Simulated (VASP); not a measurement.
Wanted: the native input for a VASP 6.6.1 run.

```
Task                   : single point
Functional             : PBEsol
Potentials or basis    : VASP PAW PBE potentials, release 64 (Al, Cu)
Cutoff                 : 520 eV
k mesh                 : 8 × 8 × 8
Occupations            : fermi-dirac, width 0.05 eV
Spin                   : no spin polarisation
Dipole correction      : no
Further INCAR settings : ALGO = Normal; EDIFF = 1e-07; NBANDS = 14
```

The structure of AlCu lies in POSCAR:

```
AlCu
1.0
    2.9975100000      0.0000000000      0.0000000000
    0.0000000000      2.9975100000      0.0000000000
    0.0000000000      0.0000000000      2.9975100000
Al Cu
1 1
Direct
    0.0000000000      0.0000000000      0.0000000000
    0.5000000000      0.5000000000      0.5000000000
```

The cell comes from a database or a generator and needn't be the stable form of this composition.

One way to write it, as run:

INCAR

```
SYSTEM = AlCu
  ALGO = Normal
  EDIFF = 1E-7
  ENCUT = 520
  GGA = PS
  ISIF = 2
  ISMEAR = -1
  LASPH = .TRUE.
  LCHARG = .FALSE.
  LREAL = .FALSE.
  LWAVE = .FALSE.
  NBANDS = 14
  NELM = 100
  PREC = Accurate
  SIGMA = 0.05
```

KPOINTS

```
k-points
0
G
  8 8 8
  0 0 0
```

Potentials or basis: VASP PAW PBE potentials, release 64 (Al, Cu).

Run with:

```bash
$ cat potpaw_PBE.64/Al/POTCAR potpaw_PBE.64/Cu/POTCAR > POTCAR
$ mpirun -np 1 vasp_std > vasp.out
```

It gave:

The pressure is -4.0 GPa. The band gap on the k mesh is none (metal or under the smearing width).

Caveat: the PAW data sets were made with another functional, which shifts forces and pressure a little.

Wall time 4.6 s on 1 thread of Intel(R) Xeon(R) 6975P-C (Granite Rapids) (shared host), peak memory 0.14 GiB.
